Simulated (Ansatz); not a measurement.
## Relativistic treatment of NaI

```
Na I
1.0
     0.00000    3.23640    3.23640
     3.23640    0.00000    3.23640
     3.23640    3.23640    0.00000
Na I
1 1
Cartesian
  0.0000 0.0000 0.0000
  3.2364 3.2364 3.2364
```

Atoms are numbered in the order listed.

Conventional cell: a = 6.473 Å, b = 6.473 Å, c = 6.473 Å, α = 90.00°, β = 90.00°, γ = 90.00°. Na (atom 1) has 6 I at 3.24 Å as nearest neighbours. I (atom 2) has 6 Na at 3.24 Å as nearest neighbours.

The cell is COD entry 9008681, as deposited and not checked against the literature; nothing was relaxed.

One fixed cell is solved with PBE by frozen-core PAW in Ansatz 0.2.0 under different relativistic treatments. Pressure is positive in compression.

Sampling and basis: a Γ-centred 8×8×8 k mesh, Fermi–Dirac smearing of 0.02 eV, cutoff 420 eV, no spin polarisation.

```tsv
setting	P (GPa)	gap over the k mesh and a high-symmetry path (eV)	lowest level at Γ above −25 eV, from the valence-band top or, without a gap, the Fermi level (eV)
scalar-relativistic	0.42	?	-22.44
with spin–orbit coupling	0.44	?	-22.89
```

Task: Fill in "gap over the k mesh and a high-symmetry path (eV)" for the row "with spin–orbit coupling".

Result: 3.31.

Task: Give the missing entry: row "scalar-relativistic", column "gap over the k mesh and a high-symmetry path (eV)".

Result: 3.64.
